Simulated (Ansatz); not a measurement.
AlCo3 under changes of volume

One of the cells (11.422 Å³/atom); the others are scaled copies at fixed shape and fractional positions:

```
Co Al
1.0
     3.57495    0.00000    0.00000
     0.00000    3.57495    0.00000
     0.00000    0.00000    3.57495
Co Al
3 1
Direct
  0.00000 0.50000 0.50000
  0.50000 0.00000 0.50000
  0.50000 0.50000 0.00000
  0.00000 0.00000 0.00000
```

The cell comes from a database or a generator and needn't be the stable form of this composition.

| Item | Value |
| --- | --- |
| Program | Ansatz 0.2.0 |
| Functional | LDA |
| Potentials or basis | Ansatz PAW |
| Cutoff | 420 eV (not typed: the program's choice for these potentials) |
| k mesh | 8 × 8 × 8 |
| Occupations | fermi-dirac, width 0.05 eV |
| Spin | collinear spin, ferromagnetic start |
| Starting moments | [2.0, 2.0, 2.0, 0.0] μB |

```csv
volume (Å³/atom),energy over the lowest point (meV/atom),pressure (GPa),moment (μB per cell)
10.737,0.00,-3.3,3.41
10.965,6.85,-7.0,3.63
11.194,19.31,-10.7,3.73
11.422,36.91,-14.1,3.79
11.651,59.20,-17.1,3.82
11.879,85.70,-19.8,3.85
12.108,?,?,?
```

Question: What does the run at 12.108 Å³/atom give?

Answer: Energy over the lowest point 115.89 meV/atom; pressure -22.3 GPa; moment 3.87 μB per cell.

Worked out: A Birch-Murnaghan fit of order 3 (a polynomial in V^(-2/3)) to the other rows has its minimum at 10.60 Å³/atom, just outside them, with B0 = V·E''(V) = 211 GPa and B' = 3.2. It gives 116.21 meV/atom at 12.108 Å³/atom, against the run's 115.89, and -dE/dV = -22.6 GPa, against -22.3. A parabola through the other rows of the moment, of slope -0.32 μB per Å³/atom there, extrapolates to 3.78 μB, against the run's 3.87.

Energies are extrapolated to zero smearing.

Caveats: the PAW data sets come from PBE, with cores solved anew for the run's functional, which leaves a small shift of forces and pressure.
